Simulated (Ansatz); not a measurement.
The system is Bi2Te2Se.

```
Bi Te Se
1.0
     2.16097    1.24764   10.58557
    -2.16097    1.24764   10.58557
     0.00000   -2.49527   10.58557
Bi Te Se
2 2 1
Cartesian
  0.0000 0.0000 12.4398
  0.0000 0.0000 19.3169
  0.0000 0.0000 24.7831
  0.0000 0.0000 6.9736
  0.0000 0.0000 0.0000
```

The cell is a database's computed one.

- Program: Ansatz 0.2.0
- Task: relaxation of cell and atoms
- Functional: BLYP
- Dispersion: D4
- Potentials or basis: Ansatz PAW
- Cutoff: 420 eV (not typed: the program's choice for these potentials)
- k mesh: 7 × 7 × 7
- Occupations: fermi-dirac, width 0.05 eV
- Spin: no spin polarisation

At the start: volume 34.25 Å³/atom.

Problem. How do energy, volume and symmetry change on relaxing?

Solution. It ends after 5 steps and the volume is 32.61 Å³/atom (-4.8 %); space group R-3m (No. 166, to 0.05 Å).

Step by step:
```
step  energy change (eV)  largest force (eV/Å)  volume (Å³)
   1              0.0000                0.3258       171.24
   2             -0.0582                0.1958       165.59
   3             -0.0846                0.1033       163.46
   4             -0.0897                0.0084       163.04
   5             -0.0882                0.0084       163.04
```

Final structure:
```
Bi Te Se
1.0
     2.17280    1.25447    9.96930
    -2.17280    1.25447    9.96930
     0.00000   -2.50894    9.96930
Bi Te Se
2 2 1
Cartesian
  0.0000 0.0000 11.8145
  0.0000 0.0000 18.0934
  0.0000 0.0000 23.5510
  0.0000 0.0000 6.3569
  0.0000 0.0000 0.0000
```

Caveat: the plane-wave basis is chosen anew once the cell has moved, so the energies of steps on either side of that aren't comparable; the PAW data sets come from PBE, with cores solved anew for the run's functional, which leaves a small shift of forces and pressure.
